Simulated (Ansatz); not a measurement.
BeH₂O₂ — ¹⁷O NMR of the central transition

Cell: a computed structure from the Materials Project (it need not be an observed phase).

```cif
data_BeH2O2
_symmetry_space_group_name_H-M 'P2_12_12_1'
_symmetry_Int_Tables_number 19
_cell_length_a 4.4652
_cell_length_b 4.6113
_cell_length_c 6.9585
_cell_angle_alpha 90.000
_cell_angle_beta 90.000
_cell_angle_gamma 90.000
loop_
_atom_site_label
_atom_site_type_symbol
_atom_site_symmetry_multiplicity
_atom_site_Wyckoff_symbol
_atom_site_fract_x
_atom_site_fract_y
_atom_site_fract_z
Be Be 4 a 0.9587 0.1932 0.8730
H5 H 4 a 0.7257 0.5944 0.9226
H9 H 4 a 0.6406 0.9126 0.7142
O13 O 4 a 0.8250 0.6095 0.4451
O17 O 4 a 0.8396 0.8973 0.7734
```

One atom of each set is listed.

Level of theory: DFT, PBE, plane waves and PAW, scalar-relativistic, 420 eV cutoff, Γ-centred 6×5×4 k-points, Fermi–Dirac smearing 0.02 eV (Ansatz 0.2.0).

¹⁷O has I = 5/2 and Q = -25.58 mb (Pyykkö 2018); at 21.1 T its Larmor frequency is ν₀ = 121.8 MHz. Only the quadrupole interaction is simulated: positions count from each site's isotropic chemical shift, and J coupling is left out, as are shift anisotropy and dipolar coupling, which fast spinning averages.

(1) What does the ¹⁷O spectrum (fast magic-angle spinning) show for each site?

Answers

(1) 

```csv
site,first shell,C_Q (MHz),η,P_Q (MHz),δ_QIS (ppm),breadth (kHz)
O13,"1 H at 0.98 Å, 2 Be at 1.64 Å; also 1 H at 1.80 Å",-6.14,0.50,6.39,-16.5,4.67
O17,"1 H at 0.98 Å, 2 Be at 1.62–1.65 Å; also 1 H at 1.81 Å",-5.99,0.50,6.23,-15.7,4.43
```

δ_QIS = −(ν_Q²/30ν₀²)[I(I+1) − 3/4](1 + η²/3) × 10⁶ ppm with ν_Q = 3|C_Q|/[2I(2I−1)]; it falls as 1/B₀² in ppm, and the breadth as 1/B₀ in kHz.

At O13 and O17 V_zz points along its shortest bond, to H (within 4°) in each case.

The largest force is 0.3 eV/Å, so the atoms aren't at the calculated equilibrium and relaxing them would move these values.

The run took 36 s of wall time (36 s of CPU time) and 0.45 GiB at its peak, on 1 thread of Arm Neoverse V2 (aarch64; 8 cores open to the job, memory cap 2.5 GiB, no GPU), a shared host with a load of 0.5 a core.
